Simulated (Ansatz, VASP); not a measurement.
## MnO2 in VASP and in Ansatz

```xyz
6
Lattice="2.9042 -0.0145 0.0000 -0.0192 3.8448 0.0000 0.0000 0.0000 6.1643" Properties=species:S:1:pos:R:3 pbc="T T T"
Mn    1.4425    1.9151    2.1162
Mn    0.0000    0.0000    4.0481
O     1.4521   -0.0073    5.1630
O    -0.0096    1.9224    1.0013
O     1.4521   -0.0073    2.6001
O    -0.0096    1.9224    3.5642
```

Change from the starting cell: strain = -0.01.

Alike in both runs: task single point; functional PBE; k mesh 7 × 5 × 4; occupations fermi-dirac, width 0.05 eV; collinear spin, ferromagnetic start.

|  | VASP | Ansatz |
| --- | --- | --- |
| version | VASP 6.6.1 | Ansatz 0.2.0 |
| potentials or method | VASP PAW PBE potentials, release 64 (Mn_pv, O) | Ansatz PAW |
| plane-wave cutoff (eV) | 520 | 420 |
| valence electrons in the cell | 50 | 54 |

VASP gave:

| Property | Result |
| --- | --- |
| gap on the k mesh at the Fermi level (eV) | none |
| pressure (GPa) | -6.4 |
| largest component of the traceless stress (GPa) | 3.68 |
| rms of the force components (eV/Å) | 0.251 |
| net moment per atom (μB) | 1.00 |
| size of the moment on the site where the two differ most (μB) | 2.79 |

Which values does Ansatz return?

gap on the k mesh at the Fermi level (eV): none; pressure (GPa): -7.2; largest component of the traceless stress (GPa): 4.11; rms of the force components (eV/Å): 0.300; net moment per atom (μB): 1.00; size of the moment on the site where the two differ most (μB): 2.41.

Site moments also hang on the region over which each program counts them. Atom by atom the forces differ by 0.049 eV/Å (rms over components). A gap of «none» marks a metal or a gap that the smearing closes. With one functional, cell and mesh, what is left measures potentials, basis and numerics. The two sets of potentials don't hold the same shells in valence.

Caveats: semilocal functionals often make such compounds metallic where correlation or magnetic order opens a gap, which also shifts bond lengths; only a ferromagnetic start was run, and an antiferromagnetic order may lie lower in energy; the pressure holds a Pulay correction of +0.7 GPa for the finite cutoff (Ansatz).
